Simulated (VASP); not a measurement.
**AlAs: relaxation of cell and atoms with PBE**

AlAs:

```
CELL_PARAMETERS angstrom
0.00000 2.83040 2.83040
2.83040 0.00000 2.83040
2.83040 2.83040 0.00000
ATOMIC_POSITIONS crystal
Al 0.00000 0.00000 0.00000
As 0.25000 0.25000 0.25000
```

```
Program                : VASP 6.6.1
Task                   : relaxation of cell and atoms
Functional             : PBE
Potentials or basis    : VASP PAW PBE potentials, release 64 (Al, As)
Cutoff                 : 600 eV
k mesh                 : 8 × 8 × 8
Occupations            : gaussian, width 0.03 eV
Spin                   : no spin polarisation
Further INCAR settings : ALGO = Normal; EDIFF = 1e-06; IBRION = 2; EDIFFG = -0.01; NSW = 90; ISIF = 3
```

```json
{
  "Relaxed volume": "23.55 Å³/atom",
  "Relaxed cell": "a = 4.054 Å, b = 4.054 Å, c = 4.054 Å, α = 60.00°, β = 60.00°, γ = 60.00°",
  "Space group after relaxing (to 0.05 Å)": "F-43m (No. 216)",
  "Energy gained by relaxing": "7.3 meV/atom",
  "Ionic steps": "3",
  "Pressure after relaxing": "0.0 GPa",
  "Band gap on the k mesh": "1.50 eV, indirect (least direct gap 1.76 eV)"
}
```

Step by step:
```tsv
step	energy change (eV)	largest force (eV/Å)	pressure (GPa)	volume (Å³)
1	0.0000	0.0000	2.78	45.35
2	-0.0113	0.0000	-1.19	47.98
3	-0.0146	0.0000	0.01	47.10
```

Final structure:
```cif
data_structure
_symmetry_space_group_name_H-M 'P 1'
_symmetry_Int_Tables_number 1
_cell_length_a 4.0536
_cell_length_b 4.0536
_cell_length_c 4.0536
_cell_angle_alpha 60.000
_cell_angle_beta 60.000
_cell_angle_gamma 60.000
_cell_volume 47.10
loop_
_atom_site_label
_atom_site_type_symbol
_atom_site_fract_x
_atom_site_fract_y
_atom_site_fract_z
_atom_site_occupancy
Al1 Al 0.00000 0.00000 0.00000 1
As1 As 0.25000 0.25000 0.25000 1
```

Levels at points of the mesh, in eV from the valence-band top:
| k point | band 1 | band 2 | band 3 | band 4 | band 5 | band 6 | band 7 | band 8 |
| --- | --- | --- | --- | --- | --- | --- | --- | --- |
| (0.00, 0.00, 0.00) | -11.66 | 0.00 | 0.00 | 0.00 | 1.76 | 4.22 | 4.22 | 4.22 |
| (0.50, 0.00, 0.00) | -10.32 | -5.41 | -0.80 | -0.80 | 2.00 | 4.65 | 4.65 | 7.68 |
| (0.50, 0.50, 0.00) | -9.81 | -5.30 | -2.09 | -2.09 | 1.50 | 2.29 | 10.04 | 10.04 |

Run time: 20 s on 1 thread of Intel(R) Xeon(R) Platinum 8488C (Sapphire Rapids), with other jobs on the host, peak memory 0.19 GiB.

A k mesh can miss the band edges. Zero-point motion and thermal expansion aren't in these numbers.
